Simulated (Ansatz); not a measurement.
**Ti: stress in a strained cell**

Aim: deform Ti (zz strain of -1 %) and compute stress, forces and field gradients with LAPW, PAW and all-electron datasets made for the crystal.

Computed with Ansatz 0.2.0 (DFT PBE, scalar-relativistic, unless a step's input says otherwise).

## Step 1: The system as given

The structure is cubic, space group Im-3m (No. 229). Conventional cell: a = 3.282 Å, b = 3.282 Å, c = 3.282 Å, α = 90.00°, β = 90.00°, γ = 90.00°. Around Ti (site symmetry m-3m) lie 8 Ti at 2.84 Å.

Coordinates:

```
CELL_PARAMETERS angstrom
-1.64100 1.64100 1.64100
1.64100 -1.64100 1.64100
1.64100 1.64100 -1.64100
ATOMIC_POSITIONS crystal
Ti 0.00000 0.00000 0.00000
```

## Step 2: The deformed structure

Space group Im-3m before, I4/mmm after.

## Step 3: Full-potential LAPW

Contents of input.yaml:

```yaml
crystal:
  lattice:
    - [-1.641, 1.641, 1.62459]
    - [1.641, -1.641, 1.62459]
    - [1.641, 1.641, -1.62459]
  atoms:
    - { symbol: Ti, position: [0.0, 0.0, 0.0] }
kpoints:
  mp_grid: { grid: [14, 14, 14] }
  band_path:
    path:
      - [0.0, 0.0, 0.0]
      - [0.0, 0.0, 0.5]
      - [-0.5, 0.5, 0.5]
      - [0.0, 0.0, 0.0]
      - [0.495025, 0.495025, -0.495025]
      - [-0.495025, 0.504975, 0.495025]
      - [-0.5, 0.5, 0.5]
      - [0.0, 0.0, 0.5]
      - [0.25, 0.25, 0.25]
    npoints: 5
scf:
  occupations: { method: fermi_dirac, width: 0.05 }
hamiltonian:
  xc: pbe
  pseudopotentials: { kind: all_electron, lapw: { basis_error: 0.00025 } }
output:
  forces: true
  stress: true
  eigenvalues: true
```

Started as:

```
> ansatz run input.yaml --threads 1 --pin off --max-ram 3072MiB --backend cpu --events-out ev --progress --plain --runs-dir out
```

## Step 4: Frozen-core PAW

Contents of input.yaml:

```yaml
crystal:
  lattice:
    - [-1.641, 1.641, 1.62459]
    - [1.641, -1.641, 1.62459]
    - [1.641, 1.641, -1.62459]
  atoms:
    - { symbol: Ti, position: [0.0, 0.0, 0.0] }
kpoints:
  mp_grid: { grid: [14, 14, 14] }
scf:
  occupations: { method: fermi_dirac, width: 0.05 }
hamiltonian:
  xc: pbe
  pseudopotentials: { kind: paw }
output:
  forces: true
  stress: true
  eigenvalues: true
  efg: { contact_densities: true }
```

## Step 5: Datasets made for this crystal

Changes to input.yaml since step 4:

```diff
@@ -13,3 +13,3 @@
   xc: pbe
-  pseudopotentials: { kind: paw }
+  pseudopotentials: { kind: all_electron, datasets: crystal }
 output:
```

(Steps that only read results are left out.)

What does the calculation give? Wanted: pressure; largest shear or deviatoric stress.

**Answer**, as computed:

| quantity | value |
| --- | --- |
| pressure | LAPW -1.40, PAW -1.40, crystal datasets -1.40 GPa |
| largest shear or deviatoric stress (LAPW) | 0.22 GPa |

The largest part of the stress beyond the pressure is 0.22 GPa in size, in the zz component. No run of the undeformed cell stands beside it, so the pressure holds what the given cell had before the change. PAW: stress within 0.01 GPa of LAPW. Crystal datasets: stress within 0.01 GPa of LAPW.
